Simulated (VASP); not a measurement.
Input of a VASP 6.6.1 run:

Contents of INCAR:

```
PREC = Accurate
ENCUT = 600
EDIFF = 1E-7
ISMEAR = 0
SIGMA = 0.03
LREAL = False
LASPH = True
NELM = 80
ALGO = Normal
ISIF = 2
LWAVE = False
LCHARG = False
IBRION = 2
NSW = 40
EDIFFG = -0.01
```

Contents of KPOINTS:

```
regular mesh
0
Gamma
  12 12 12
```

The input POSCAR:

```
SiC                                     
1.0
    0.0000000000      2.0199016504      2.0199016504
    2.0199016504     -0.0000000000      2.0199016504
    2.0199016504      2.0199016504      0.0000000000
  Si              C             
     1     1
Direct
     0.0000000000000000    0.0000000000000000    0.0000000000000000
     0.5000000000000000    0.5000000000000000    0.5000000000000000
```

Potentials or basis: VASP PAW LDA potentials, release 64 (Si, C).

Launch:

```sh
$ cat potpaw_LDA.64/Si/POTCAR potpaw_LDA.64/C/POTCAR > POTCAR
$ mpirun -np 1 vasp_std > vasp.out
```

(1) Predict the band gap on the k mesh.

Answers

(1) none (metal or under the smearing width).

Caveat: the relaxation stopped at its first step, so nothing moved.
